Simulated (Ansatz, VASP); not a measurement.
**Two plane-wave programs on Sr**

File INCAR:

```
ALGO = Normal
EDIFF = 1E-6
ENCUT = 520
GGA = PS
ISIF = 2
ISMEAR = -1
LASPH = True
LCHARG = False
LREAL = False
LWAVE = False
NBANDS = 11
NELM = 80
PREC = Accurate
SIGMA = 0.05
```

The input KPOINTS:

```
k-points
0
Gamma
  8 8 8
```

File POSCAR:

```
Sr
1.0
    0.0000000000      3.0624986004      3.0624986004
    3.0624986004      0.0000000000      3.0624986004
    3.0624986004      3.0624986004      0.0000000000
Sr
1
Direct
    0.0000000000      0.0000000000      0.0000000000
```

input.yaml

```yaml
crystal:
  lattice:
    - [0.0, 3.0624986004, 3.0624986004]
    - [3.0624986004, 0.0, 3.0624986004]
    - [3.0624986004, 3.0624986004, 0.0]
  atoms:
    - { symbol: Sr, position: [0.0, 0.0, 0.0] }
hamiltonian:
  xc: pbesol
  pseudopotentials: { kind: paw }
kpoints:
  mp_grid: { grid: [8, 8, 8] }
scf:
  occupations: { method: fermi_dirac, width: 0.05 }
output:
  forces: true
  stress: true
  eigenvalues: true
```

Alike in both runs: task single point; functional PBEsol; k mesh 8 × 8 × 8; occupations fermi-dirac, width 0.05 eV; no spin polarisation.

|  | VASP | Ansatz |
| --- | --- | --- |
| version | VASP 6.6.1 | Ansatz 0.2.0 |
| potentials or method | VASP PAW PBE potentials, release 64 (Sr_sv) | Ansatz PAW |
| plane-wave cutoff (eV) | 520 | 420 |
| valence electrons in the cell | 10 | 10 |

```csv
,VASP,Ansatz,Ansatz less VASP
gap on the k mesh at the Fermi level (eV),none,none,-
pressure (GPa),-1.1,-1.1,-0.01
```

A gap of «none» marks a metal or a gap that the smearing closes.

Caveats: the PAW data sets were made with another functional, which shifts forces and pressure a little (VASP); the PAW data sets come from PBE, with cores solved anew for the run's functional, which leaves a small shift of forces and pressure (Ansatz).
